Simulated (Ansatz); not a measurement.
# SrO (I4/mmm) in Ansatz: single point with PBE

Aim: the single point of SrO with PBE.

Program: Ansatz 0.2.0. These are calculated values, not measurements. Logs are shortened: lines on timing, memory, paths and dates and some standing lists are left out, and cuts for length are marked.

## (1) The cell of the first run

It takes space group I4/mmm (No. 139, tetragonal). Conventional cell: a = 3.629 Å, b = 3.629 Å, c = 5.338 Å, α = 90.00°, β = 90.00°, γ = 90.00°. Around Sr (site symmetry 4/mmm) lie 6 O at 2.57 to 2.67 Å. O (site symmetry 4/mmm) is surrounded by 6 Sr at 2.57 to 2.67 Å.

## (2) Single point, PBE (strained by +4 %)

File input.yaml:

```yaml
crystal:
  lattice:
    - [0.0, 2.5663, 2.668952]
    - [2.5663, 0.0, 2.668952]
    - [2.5663, 2.5663, 0.0]
  atoms:
    - { symbol: Sr, position: [0.5, 0.5, 0.5] }
    - { symbol: O, position: [0.0, 0.0, 0.0] }
hamiltonian:
  xc: pbe
  pseudopotentials: { kind: paw }
kpoints:
  mp_grid: { grid: [9, 9, 9] }
scf:
  occupations: { method: fermi_dirac, width: 0.05 }
output:
  forces: true
  stress: true
  eigenvalues: true
```

Potentials or basis: Ansatz PAW.

The run is started by

```console
$ ansatz run input.yaml --threads 2 --pin off --max-ram 5632MiB --backend cpu --events-out ev --progress --plain --runs-dir out
```

Log:

```text
Warning: RAYON_NUM_THREADS=2 ignored (pool sized by the plan → 2); use --threads N
Engine: ansatz 0.2.0, aarch64-unknown-linux-gnu
Pseudopotentials: kind: paw
Pseudopotential: Sr, paw, valence charge 10, recommended cutoff 420 eV (normal), Sr.paw.azcp
Pseudopotential: O, paw, valence charge 6, recommended cutoff 420 eV (normal), O.paw.azcp
Functional definition: PBE
  parameter kappa = 0.804
  parameter beta = 0.06672455060314922
  exchange = pbe_x(kappa = kappa, mu = beta*pi^2/3)
  correlation = pbe_c(beta = beta)
Crystal: 2 atoms, lattice volume = 35.155 Å³
Basis set: ecut = 420 eV, 701 PW (Γ), exchange–correlation on 50×50×50 points (8 copies of the dense FFT grid, shifted against one another)
Bands: 12, of which v1, the nominal top of the filled ones, is band 8 counted from 1 (7 counted from 0)
Symmetry: 16 space group operations
Space group: I4/mmm (ITA 139), of the structure as read, at distance tolerance 3.3e-5 Å
k-points: 75 of 729
Non-local potential: Sr, projectors of the file, l = 0: 3, l = 1: 2, l = 2: 2
Non-local potential: O, projectors of the file, l = 0: 2, l = 1: 2, l = 2: 1
PAW form: soft (Blöchl's): semilocal exchange-correlation on the pseudo side does not see the compensation charge
PAW one-centre angular grid: Sr, 110 points (default); XC on 64 Gauss nodes
PAW one-centre angular grid: O, 110 points (default); XC on 64 Gauss nodes
Initial density: superposition of atomic densities (neutral atoms: chi_scale 0, normalization atom), corrected by the library's trained network
Initial wavefunctions: pseudopotential atomic-orbital guess
Functional: x = pbe(κ = 0.804, μ = 0.2195149727645171), c = pbe(β = 0.06672455060314922)
SCF iter   1: F=—  HF=-4114.615690 eV  |F-HF|=—  |Δ(HF+E_count)|=         —  Δρ=3.88e-4  dr2=1.27e-5  ethr=1.77e-3  ⟨swp⟩=8.5  Hψ=7190  notcnv=0
preconditioner: auto → none  [insulator: Δε(μ)=3.299 eV  Ē_g=16.054 eV  σ=0.050 eV  W_gap=1.00  n_scr=10 (ndim 8)  ℏωp=23.4 eV  f_vac=0.000  D(μ)=0.00/eV (n_scr^D=0)  ε∞_Penn≈3.1]
SCF iter   2: F=—  HF=-4114.616636 eV  |F-HF|=—  |Δ(HF+E_count)|=   9.46e-4  Δρ=4.20e-4  dr2=6.61e-5  ethr=7.96e-8  ⟨swp⟩=4.1  Hψ=2962  notcnv=0
SCF iter   3: F=—  HF=-4114.616668 eV  |F-HF|=—  |Δ(HF+E_count)|=   3.22e-5  Δρ=1.45e-4  dr2=4.42e-6  ethr=7.96e-8  ⟨swp⟩=3.0  Hψ=1597  notcnv=0
SCF iter   4: F=—  HF=-4114.616688 eV  |F-HF|=—  |Δ(HF+E_count)|=   2.03e-5  Δρ=6.66e-5  dr2=1.18e-6  ethr=2.77e-8  ⟨swp⟩=3.0  Hψ=1450  notcnv=0
SCF iter   5: F=—  HF=-4114.616689 eV  |F-HF|=—  |Δ(HF+E_count)|=   4.30e-7  Δρ=2.92e-5  dr2=2.84e-7  ethr=7.36e-9  ⟨swp⟩=1.9  Hψ=1096  notcnv=0
SCF iter   6: F=-4114.616689 eV  HF=-4114.616689 eV  |F-HF|=4.20e-8  |Δ(HF+E_count)|=   7.67e-9  Δρ=1.12e-5  dr2=4.80e-8  ethr=6.25e-10  ⟨swp⟩=3.8  Hψ=4025  notcnv=0
SCF 1 converged in 6 iterations: F = -4114.616689 eV  dr2 = 4.80e-8
SCF converged after 6 iterations
Free energy (F): -4114.616689 eV
Harris-Foulkes:  -4114.616689 eV  (|F-HF|=4.20e-8)
Internal energy: -4114.616689 eV  (E = F + TS)
E sigma→0 (E₀):  -4114.616689 eV
Fermi energy:    9.290746 eV
--- Per-component energies (eV) ---
  E_band       = -64.473515
  E_kinetic    = 422.137409
  E_local      = -881.053660  (includes V_loc(G=0)·N_el)
  E_nonlocal   = 250.054158
  E_hartree    = 239.509660
  E_xc         = -249.116131
  E_vxc        = -258.814024  (∫ρ·V_xc dr)
  E_paw        = -2852.271998  (= ΣΔE_a)
  E_vpaw       = -75.815976  (= ΣTr[D̂ρ^β])
  E_aug_tail   = 0.002390  (compensation charges beyond the density's cutoff)
  E_ewald      = -1043.878517
  E_smearing   = -0.000000  (= −TS)
  E_closure    = -0.000000  (closes the sum)
  Σ components = -4114.616689   (vs F -4114.616689, Δ=0.00e0)
--- Forces (eV/Å), atoms counted from 1 ---
  atom   1  Sr    -0.00000000     0.00000000     0.00000000
  atom   2  O     -0.00000000     0.00000000    -0.00000000
  max |Σ_I F_I| component: 2.37e-30 eV/Å
--- Stress (GPa, compression-positive) ---
        1.396699       0.000000       0.000000
        0.000000       1.396699       0.000000
        0.000000       0.000000      -2.696012
  P = ⅓ Tr σ = 0.0325 GPa (0.325 kbar)
--- Band table (eV; the first three rows and the last of 75) ---
  k-point 0: bands = ["-24.8484", "-7.4513", "-6.5452", "-6.5108", "-6.5108", "7.4996", "7.6130", "7.6130", "11.3094", "13.5723", "13.8630", "13.8630"]
  k-point 1: bands = ["-24.8346", "-7.7544", "-6.5508", "-6.5162", "-6.2490", "7.2066", "7.4075", "7.4618", "11.8592", "13.5970", "13.9435", "14.0843"]
  k-point 2: bands = ["-24.7994", "-8.2475", "-6.5829", "-6.5297", "-5.8424", "6.5166", "7.0729", "7.1109", "13.0909", "13.5401", "14.5776", "14.7030"]
  k-point 74: bands = ["-24.7052", "-7.7051", "-7.3684", "-6.7846", "-6.5119", "6.9634", "7.2936", "7.4038", "11.3263", "15.4187", "16.6367", "17.8300"]
```

Run time: 1 s. Hardware: 2 threads of Arm Neoverse V2, shared host; peak memory 0.29 GiB.

What came out:

* Free energy: -4114.6167 eV
* Pressure: 0.0 GPa
* Band gap on the k mesh: 3.31 eV, indirect (least direct gap 3.40 eV)

Caveat: odd divisions of the mesh miss points on the zone boundary, where band edges often lie, so the gap on the mesh can be too wide; the pressure holds a Pulay correction of +0.4 GPa for the finite cutoff. A k mesh can miss the band edges.
